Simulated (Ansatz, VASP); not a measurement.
# CuO in VASP and in Ansatz

Contents of INCAR:

```
SYSTEM = CuO
PREC = Accurate
ENCUT = 520
EDIFF = 1E-6
ISMEAR = -1
SIGMA = 0.05
LREAL = .False.
LASPH = .True.
NELM = 100
ALGO = Normal
ISIF = 2
LWAVE = .False.
LCHARG = .True.
GGA = PE
LELF = .True.
LVHAR = .True.
NBANDS = 25
```

Contents of KPOINTS:

```
Automatic mesh
0
Gamma
  8 8 6
  0 0 0
```

Contents of POSCAR:

```
CuO
1.0
    3.4891670480      0.0000000000      0.0000000000
    0.0000000000      3.4891670480      0.0000000000
    0.0000000000      0.0000000000      4.3440211544
Cu O
2 2
Direct
    0.0000000000      0.5000000000      0.0000000000
    0.5000000000      0.0000000000      0.5000000000
    0.0000000000      0.0000000000      0.2500000000
    0.0000000000      0.0000000000      0.7500000000
```

input.yaml

```yaml
crystal:
  lattice:
    - [3.489167048, 0.0, 0.0]
    - [0.0, 3.489167048, 0.0]
    - [0.0, 0.0, 4.3440211544]
  atoms:
    - { symbol: Cu, position: [0.0, 0.5, 0.0] }
    - { symbol: Cu, position: [0.5, 0.0, 0.5] }
    - { symbol: O, position: [0.0, 0.0, 0.25] }
    - { symbol: O, position: [0.0, 0.0, 0.75] }
hamiltonian:
  xc: pbe
  pseudopotentials: { kind: paw }
kpoints:
  mp_grid: { grid: [8, 8, 6] }
scf:
  occupations: { method: fermi_dirac, width: 0.05 }
output:
  forces: true
  stress: true
  eigenvalues: true
  write_density: true
  write_potential: true
  elf: true
  volumetric_format: npy
```

Measurements of this composition are mostly on another form, of space group No. 15.

Alike in both runs: task single point; functional PBE; k mesh 8 × 8 × 6; occupations fermi-dirac, width 0.05 eV; no spin polarisation.

|  | VASP | Ansatz |
| --- | --- | --- |
| version | VASP 6.6.1 | Ansatz 0.2.0 |
| potentials or method | VASP PAW PBE potentials, release 64 (Cu, O) | Ansatz PAW |
| plane-wave cutoff (eV) | 520 | 420 |
| valence electrons in the cell | 34 | 50 |

VASP gave:

```
gap on the k mesh at the Fermi level (eV)       : none
pressure (GPa)                                  : -8.3
largest component of the traceless stress (GPa) : 20.50
```

Question: Which values does Ansatz return?

Answer: gap on the k mesh at the Fermi level (eV): none; pressure (GPa): -8.5; largest component of the traceless stress (GPa): 20.92.

A gap of «none» marks a metal or a gap that the smearing closes. The two sets of potentials don't hold the same shells in valence.

Caveats: the run has no spin polarisation, though such a crystal can be magnetic; semilocal functionals often make such compounds metallic where correlation or magnetic order opens a gap, which also shifts bond lengths; the pressure holds a Pulay correction of +0.6 GPa for the finite cutoff (Ansatz).
